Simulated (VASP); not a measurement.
**Tm: equation of state with PBE**

The system is Tm.

```
Tm
1.0
    -1.97055    1.97055    1.97055
     1.97055   -1.97055    1.97055
     1.97055    1.97055   -1.97055
Tm
1
Cartesian
  0.0000 0.0000 0.0000
```

This isn't the form of Tm at room conditions, which is hcp.

* Program: VASP 6.6.1
* Task: equation of state
* Functional: PBE
* Potentials or basis: VASP PAW PBE potentials, release 64 (Tm)
* Cutoff: 520 eV
* k mesh: 10 × 10 × 10
* Occupations: fermi-dirac, width 0.05 eV
* Spin: collinear spin, ferromagnetic start
* Starting moments: [2.0] μB
* Further INCAR settings: ALGO = Normal; EDIFF = 1e-07; NBANDS = 22

```yaml
Equilibrium_volume: "34.13 Å³/atom (rough: see the caveat)"
Bulk_modulus: 22 GPa (rough)
```

Energy against volume, from the lowest point:
| volume (Å³/atom) | energy (meV/atom) |
| --- | --- |
| 28.771 | 68.11 |
| 29.383 | 50.24 |
| 29.995 | 35.31 |
| 30.607 | 23.02 |
| 31.219 | 13.18 |
| 31.831 | 5.55 |
| 32.444 | 0.00 |

All runs of the series together: 13 min on 1 thread of Intel(R) Xeon(R) Platinum 8488C (Sapphire Rapids) (shared host).

Caveat: the magnetic or orbital state may not be the lowest; the minimum lies outside the volumes run. The state reached can hang on the start; a lower one may exist.
